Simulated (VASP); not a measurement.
# Ge5H in VASP: single point with PBE+D3(BJ)

Aim: the single point of Ge5H with PBE+D3(BJ).

All numbers are computed with VASP 6.6.1; they aren't measurements. Logs are shortened: lines on timing, memory, paths and dates and some standing lists are left out, and cuts for length are marked.

### Step 1. The slab as given

The cell holds a slab with vacuum, 12 atoms: a = 4.030 Å, b = 4.030 Å, c = 31.146 Å, α = 90.00°, β = 90.00°, γ = 120.00°.

The cell was built by a generator and needn't be a form met in nature.

### Step 2. Single point, PBE+D3(BJ)

INCAR

```
SYSTEM = Ge5H
PREC = Accurate ; ENCUT = 520
EDIFF = 1E-6 ; ISMEAR = 0
SIGMA = 0.03 ; LREAL = .FALSE.
LASPH = .TRUE. ; NELM = 100
ALGO = Fast ; ISIF = 2
LWAVE = .FALSE. ; LCHARG = .FALSE.
LDIPOL = .TRUE. ; IDIPOL = 3
DIPOL = 0.5 0.5 0.500 ; GGA = PE
IVDW = 12 ; NBANDS = 83
```

KPOINTS

```
regular mesh
0
G
  9 9 1
  0 0 0
```

POSCAR

```
Ge5H
1.0
    4.0302856823      0.0000000290      0.0000000000
   -2.0151428662      3.4903297709      0.0000000000
    0.0000000000      0.0000000000     31.1455010175
Ge H
10 2
Direct
    0.0000000000      0.0000000000      0.2769333703
    0.6666666667      0.3333333333      0.3023094165
    0.6666666667      0.3333333333      0.3812837552
    0.3333333333      0.6666666667      0.4076702371
    0.3333333333      0.6666666667      0.4868191301
    1.0000000000      0.0000000000      0.5131820477
    0.0000000000      0.0000000000      0.5923309605
    0.6666666667      0.3333333333      0.6187173429
    0.6666666667      0.3333333333      0.6976916738
    0.3333333333      0.6666666667      0.7230675704
    0.3333333333      0.6666666667      0.7730591647
    0.0000000000      0.0000000000      0.2269417745
```

Potentials or basis: VASP PAW PBE potentials, release 64 (Ge_d, H).

Command:

```bash
$ cat potpaw_PBE.64/Ge_d/POTCAR potpaw_PBE.64/H/POTCAR > POTCAR
$ mpirun -np 1 vasp_std > vasp.out
```

OUTCAR:

```text
SYSTEM = Ge5H
   PREC = Accurate
   ENCUT = 520
   EDIFF = 1E-6
   ISMEAR = 0
   LREAL = .FALSE.
   LASPH = .TRUE.
   NELM = 100
   ISIF = 2
   GGA = PE
   IVDW = 12
 IVDW          = 12

 ion  position               nearest neighbor table
   1  0.000  0.000  0.277-  12 1.56   2 2.46   2 2.46   2 2.46
   2  0.667  0.333  0.302-   1 2.46   1 2.46   1 2.46   3 2.46
   3  0.667  0.333  0.381-   2 2.46   4 2.47   4 2.47   4 2.47
   4  0.333  0.667  0.408-   5 2.47   3 2.47   3 2.47   3 2.47
   5  0.333  0.667  0.487-   4 2.47   6 2.47   6 2.47   6 2.47
   6  0.000  0.000  0.513-   7 2.47   5 2.47   5 2.47   5 2.47
   7  0.000  0.000  0.592-   6 2.47   8 2.47   8 2.47   8 2.47
   8  0.667  0.333  0.619-   9 2.46   7 2.47   7 2.47   7 2.47
   9  0.667  0.333  0.698-  10 2.46  10 2.46  10 2.46   8 2.46
  10  0.333  0.667  0.723-  11 1.56   9 2.46   9 2.46   9 2.46
  11  0.333  0.667  0.773-  10 1.56
  12  0.000  0.000  0.227-   1 1.56

  LATTYP: Found a hexagonal cell.
 ALAT       =     4.0302856823
 C/A-ratio  =     7.7278643433

  Lattice vectors:

 A1 = (   4.0302856823,   0.0000000290,   0.0000000000)
 A2 = (  -2.0151428662,   3.4903297709,   0.0000000000)
 A3 = (   0.0000000000,   0.0000000000,  31.1455010175)

Analysis of symmetry for initial positions (statically):
=====================================================================
 Subroutine PRICEL returns:
 Original cell was already a primitive cell.

 Routine SETGRP: Setting up the symmetry group for a
 hexagonal supercell.

 Subroutine GETGRP returns: Found 12 space group operations
 (whereof  6 operations were pure point group operations)
 out of a pool of 24 trial point group operations.

The static configuration has the point symmetry C_3v.
 The point group associated with its full space group is D_3d.

Analysis of symmetry for dynamics (positions and initial velocities):
=====================================================================
 Subroutine PRICEL returns:
 Original cell was already a primitive cell.

 Routine SETGRP: Setting up the symmetry group for a
 hexagonal supercell.

 Subroutine GETGRP returns: Found 12 space group operations
 (whereof  6 operations were pure point group operations)
 out of a pool of 24 trial point group operations.

The dynamic configuration has the point symmetry C_3v.
 The point group associated with its full space group is D_3d.

 Subroutine INISYM returns: Found 12 space group operations
 (whereof  6 operations are pure point group operations),
 and found     1 'primitive' translations

----------------------------------------------------------------------------------------

                                     Primitive cell

  volume of cell :     438.1246

  direct lattice vectors                    reciprocal lattice vectors
     4.030285682  0.000000029  0.000000000     0.248121368  0.143252941  0.000000000
    -2.015142866  3.490329771  0.000000000    -0.000000002  0.286505878  0.000000000
     0.000000000  0.000000000 31.145501017     0.000000000  0.000000000  0.032107366

  length of vectors
     4.030285682  4.030285682 31.145501017     0.286505878  0.286505878  0.032107366

  position of ions in fractional coordinates (direct lattice)
     0.000000000  0.000000000  0.276933370
     0.666666667  0.333333333  0.302309417
     0.666666667  0.333333333  0.381283755
     0.333333333  0.666666667  0.407670237
     0.333333333  0.666666667  0.486819130
     0.000000000  0.000000000  0.513182048
     0.000000000  0.000000000  0.592330961
     0.666666667  0.333333333  0.618717343
     0.666666667  0.333333333  0.697691674
     0.333333333  0.666666667  0.723067570
     0.333333333  0.666666667  0.773059165
     0.000000000  0.000000000  0.226941774

  ion indices of the primitive-cell ions
   primitive index   ion index
                 1           1
                 2           2
                 3           3
                 4           4
                 5           5
                 6           6
                 7           7
                 8           8
                 9           9
                10          10
                11          11
                12          12

----------------------------------------------------------------------------------------

 KPOINTS: regular mesh

Automatic generation of k-mesh.
 Grid dimensions read from file:
 generate k-points for:    9    9    1

 Generating k-lattice:

  Cartesian coordinates                     Fractional coordinates (reciprocal lattice)
     0.027569041  0.015916993  0.000000000     0.111111111 -0.000000000  0.000000000
    -0.000000000  0.031833986  0.000000000    -0.000000000  0.111111111  0.000000000
     0.000000000  0.000000000  0.032107366     0.000000000  0.000000000  1.000000000

  Length of vectors
     0.031833986  0.031833986  0.032107366

  Shift w.r.t. Gamma in fractional coordinates (k-lattice)
     0.000000000  0.000000000  0.000000000

 Subroutine IBZKPT returns following result:
 ===========================================

 Found     12 irreducible k-points:

 Following reciprocal coordinates:
            Coordinates               Weight
  0.000000  0.000000  0.000000      1.000000
  0.111111 -0.000000  0.000000      6.000000
  0.222222 -0.000000  0.000000      6.000000
  0.333333  0.000000  0.000000      6.000000
  0.444444 -0.000000  0.000000      6.000000
  0.111111  0.111111  0.000000      6.000000
  0.222222  0.111111  0.000000     12.000000
  0.333333  0.111111  0.000000     12.000000
  0.444444  0.111111  0.000000      6.000000
  0.222222  0.222222  0.000000      6.000000
  0.333333  0.222222  0.000000     12.000000
  0.333333  0.333333  0.000000      2.000000
   k-points           NKPTS =     12   k-points in BZ     NKDIM =     12   number of bands    NBANDS=     83
   number of dos      NEDOS =    301   number of ions     NIONS =     12
   total plane-waves  NPLWV = 216000
   dimension x,y,z NGX =    30 NGY =   30 NGZ =  240
   dimension x,y,z NGXF=    60 NGYF=   60 NGZF=  480
   ions per type =              10   2
   NGX,Y,Z   is equivalent  to a cutoff of  12.37, 12.37, 12.81 a.u.
   NGXF,Y,Z  is equivalent  to a cutoff of  24.75, 24.75, 25.62 a.u.
 SYSTEM =  Ge5H
   PREC   = accura    normal or accurate (medium, high low for compatibility)
   ISTART =      0    job   : 0-new  1-cont  2-samecut
   ICHARG =      2    charge: 1-file 2-atom 10-const
   ISPIN  =      1    spin polarized calculation?
   LNONCOLLINEAR =      F non collinear calculations
   LSORBIT =      F    spin-orbit coupling
   LASPH  =      T    aspherical Exc in radial PAW
   ENCUT  =  520.0 eV  38.22 Ry    6.18 a.u.   7.49  7.49 57.91*2*pi/ulx,y,z
   NELM   =    100;   NELMIN=  2; NELMDL= -5     # of ELM steps
   EDIFF  = 0.1E-05   stopping-criterion for ELM
   LREAL  =      F    real-space projection
   EDIFFG = 0.1E-04   stopping-criterion for IOM
   NSW    =      0    number of steps for IOM
   IBRION =     -1    ionic relax: 0-MD 1-quasi-New 2-CG
   NFREE  =      0    steps in history (QN), initial steepest desc. (CG)
   ISIF   =      2    stress and relaxation
   ISYM   =      2    0-nonsym 1-usesym 2-fastsym
   POTIM  = 0.5000    time-step for ionic-motion
   TEBEG  =    0.0;   TEEND  =   0.0 temperature during run
   PSTRESS=    0.0 pullay stress
   NELECT =     142.0000    total number of electrons
   NUPDOWN=      -1.0000    fix difference up-down
   EMIN   =  10.00;   EMAX   =-10.00  energy-range for DOS
   EFERMI =   0.00;   METHOD = LEGACY
   ISMEAR =     0;   SIGMA  =   0.03  broadening in eV -4-tet -1-fermi 0-gaus
   EFERMI_NEDOS =   21; number of points for ismear=-14 and -15
   IALGO  =     68    algorithm
   IMIX   =      4    mixing-type and parameters
     AMIX     =   0.40;   BMIX     =  1.00
     AMIX_MAG =   1.60;   BMIX_MAG =  1.00
  volume/ion in A,a.u.               =      36.51       246.38
  Fermi-wavevector in a.u.,A,eV,Ry     =   1.124532  2.125057 17.205543  1.264572
  Thomas-Fermi vector in A             =   2.261204
   LORBIT       =      0    0 simple, 1 ext, 2 COOP (PROOUT), +10 PAW based schemes
   GGA     = PE    functional components
   LHFCALC =     F    Hartree Fock is set to
   AEXX    =    0.0000 exact exchange contribution
   IVDW    =    12    specifies the selected vdW correction
   LEPSILON=     F    determine dielectric tensor
   LRPA    =     F    only Hartree local field effects (RPA)
 non-spin polarized calculation
 RMM-DIIS sequential band-by-band and
 Gauss-broadening in eV      SIGMA  =   0.03
  energy-cutoff  :      520.00
  volume of cell :      438.12
 maximum number of plane-waves:     11881
 NGX is ok and might be reduce to    30
   NGX = 15   NGY = 15   NGZ =115

 number of electron     142.0000058 magnetization

 dipolmoment           0.000000      0.000000     -0.000140 electrons x Angstroem

 Free energy of the ion-electron system (eV)
  ---------------------------------------------------
  ext. energy  EPLUGINS =         0.00000000
  ---------------------------------------------------
  free energy    TOTEN  =       -51.41385457 eV

  energy without entropy =      -51.41385457  energy(sigma->0) =      -51.41385457

 E-fermi :   0.6422     XC(G=0):  -5.7847

 val. band max:        0.4795405609   @ k =   0.0000   0.0000   0.0000
 cond. band min:       0.7689269610   @ k =   0.0000   0.0000   0.0000
 fundamental gap:      0.2893864001
 Fermi energy:         0.6422148153

 k-point     1 :       0.0000    0.0000    0.0000
  band No.  band energies     occupation
      1     -24.2088      2.00000
      2     -24.2088      2.00000
      3     -24.2010      2.00000
      4     -24.2010      2.00000
      5     -24.1929      2.00000
      6     -24.1929      2.00000
[... 75 lines left out ...]
     82       3.8311      0.00000
     83       4.2737      0.00000

 k-point     2 :       0.1111   -0.0000    0.0000
  band No.  band energies     occupation
      1     -24.2169      2.00000
      2     -24.2120      2.00000
      3     -24.2058      2.00000
      4     -24.2034      2.00000
      5     -24.1958      2.00000
      6     -24.1951      2.00000
[... 75 lines left out ...]
     82       4.1047      0.00000
     83       4.1461      0.00000
[... 772 lines left out ...]
     82       5.0806      0.00000
     83       5.3554      0.00000

 k-point    12 :       0.3333    0.3333    0.0000
  band No.  band energies     occupation
      1     -24.2364      2.00000
      2     -24.2331      2.00000
      3     -24.2322      2.00000
      4     -24.2233      2.00000
      5     -24.2230      2.00000
      6     -24.2068      2.00000
[... 75 lines left out ...]
     82       6.3631      0.00000
     83       6.5977      0.00000

------------------------ aborting loop because EDIFF is reached ----------------------------------------

 vacuum level on the upper side and lower side of the slab       (xc-potential included)        -0.111        -0.109

 Edisp (eV)   -2.62489

 E8    (eV) :    -1.1820

  FORCE on cell =-STRESS in cart. coord.  units (eV):
  Direction    XX          YY          ZZ          XY          YZ          ZX
  --------------------------------------------------------------------------------------
  -------------------------------------------------------------------------------------
  Total      -0.11942    -0.11942    -0.19508    -0.00000     0.00000    -0.00000
  in kB      -0.43670    -0.43670    -0.71339    -0.00000     0.00000    -0.00000
  external pressure =       -0.53 kB  Pullay stress =        0.00 kB

 VOLUME and BASIS-vectors are now :
 -----------------------------------------------------------------------------
  energy-cutoff  :      520.00
  volume of cell :      438.12
      direct lattice vectors                 reciprocal lattice vectors
     4.030285682  0.000000029  0.000000000     0.248121368  0.143252941  0.000000000
    -2.015142866  3.490329771  0.000000000    -0.000000002  0.286505878  0.000000000
     0.000000000  0.000000000 31.145501017     0.000000000  0.000000000  0.032107366

 POSITION                                       TOTAL-FORCE (eV/Angst)
 -----------------------------------------------------------------------------------
      0.00000      0.00000      8.62523        -0.000000     -0.000000     -0.025072
      2.01514      1.16344      9.41558         0.000000     -0.000000     -0.001459
      2.01514      1.16344     11.87527         0.000000     -0.000000     -0.001441
     -0.00000      2.32689     12.69709         0.000000      0.000000      0.002739
     -0.00000      2.32689     15.16223         0.000000     -0.000000      0.000823
      0.00000      0.00000     15.98331        -0.000000      0.000000     -0.000823
      0.00000      0.00000     18.44844        -0.000000     -0.000000     -0.002739
      2.01514      1.16344     19.27026        -0.000000      0.000000      0.001441
      2.01514      1.16344     21.72996        -0.000000      0.000000      0.001459
     -0.00000      2.32689     22.52030         0.000000      0.000000      0.025072
     -0.00000      2.32689     24.07732         0.000000      0.000000     -0.026200
      0.00000      0.00000      7.06822         0.000000      0.000000      0.026200
 -----------------------------------------------------------------------------------
    total drift:                               -0.000000      0.000000     -0.028385

  FREE ENERGIE OF THE ION-ELECTRON SYSTEM (eV)
  ---------------------------------------------------
  free  energy   TOTEN  =       -54.0387457620 eV

  energy  without entropy=      -54.0387457620  energy(sigma->0) =      -54.03874576

 vacuum level on the upper side and lower side of the slab         4.756         4.758
```

Run time: 22 min. Hardware: 1 thread of Intel Xeon Platinum 8259CL at 2.50GHz (Skylake/Cascade Lake), shared host; peak memory 0.65 GiB.

What came out:

| Quantity | Value |
| --- | --- |
| Free energy | -54.0387 eV |
| Largest force | 0.026 eV/Å |
| Band gap on the k mesh | 0.29 eV, direct |
| Dispersion energy per atom | -0.219 eV |

Forces on the atoms (eV/Å):
```
Ge   0.000  0.000 -0.025
Ge   0.000  0.000 -0.001
Ge   0.000  0.000 -0.001
Ge   0.000  0.000  0.003
Ge   0.000  0.000  0.001
Ge   0.000  0.000 -0.001
Ge   0.000  0.000 -0.003
Ge   0.000  0.000  0.001
Ge   0.000  0.000  0.001
Ge   0.000  0.000  0.025
H    0.000  0.000 -0.026
H    0.000  0.000  0.026
```

Levels at points of the mesh, in eV from the valence-band top:
```tsv
k point	band 67	band 68	band 69	band 70	band 71	band 72	band 73	band 74	band 75	band 76
(0.00, 0.00, 0.00)	-0.68	-0.31	-0.31	0.00	0.00	0.29	0.46	0.47	0.74	0.94
```
